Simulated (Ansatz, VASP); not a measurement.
**One calculation of TaH3, two programs**

```
Ta H
1.0
    -3.30509    3.30509    3.30509
     3.30509   -3.30509    3.30509
     3.30509    3.30509   -3.30509
Ta H
4 12
Direct
  0.50000 0.50000 0.50000
  0.00000 0.00000 0.50000
  0.00000 0.50000 0.00000
  0.50000 0.00000 0.00000
  0.50308 0.66008 0.84300
  0.84300 0.50308 0.66008
  0.66008 0.84300 0.50308
  0.18292 0.33992 0.84300
  0.15700 0.81708 0.66008
  0.33992 0.15700 0.49692
  0.81708 0.66008 0.15700
  0.15700 0.49692 0.33992
  0.33992 0.84300 0.18292
  0.49692 0.33992 0.15700
  0.84300 0.18292 0.33992
  0.66008 0.15700 0.81708
```

The cell was built by a generator and needn't be a form met in nature.

Alike in both runs: task single point; functional PBE; k mesh 8 × 8 × 8; occupations gaussian, width 0.1 eV; no spin polarisation.

|  | VASP | Ansatz |
| --- | --- | --- |
| version | VASP 6.6.1 | Ansatz 0.2.0 |
| potentials or method | VASP PAW PBE potentials, release 64 (Ta_pv, H) | scalar-relativistic, plane waves, PAW |
| plane-wave cutoff (eV) | 520 | 420 |
| valence electrons in the cell | 56 | 64 |

Ansatz gave:

- gap on the k mesh at the Fermi level (eV): none
- pressure (GPa): 0.0
- rms of the force components (eV/Å): 0.002

**Question.** What did VASP give for the same quantities?

**Answer.** gap on the k mesh at the Fermi level (eV): none; pressure (GPa): 0.0; rms of the force components (eV/Å): 0.003.

Atom by atom the forces differ by 0.003 eV/Å (rms over components). A gap of «none» marks a metal or a gap that the smearing closes. The functional is the same, so the differences come from potentials, cutoffs and numerics. The two sets of potentials don't hold the same shells in valence.

Spin-orbit coupling is left out, which matters for the levels of Ta.
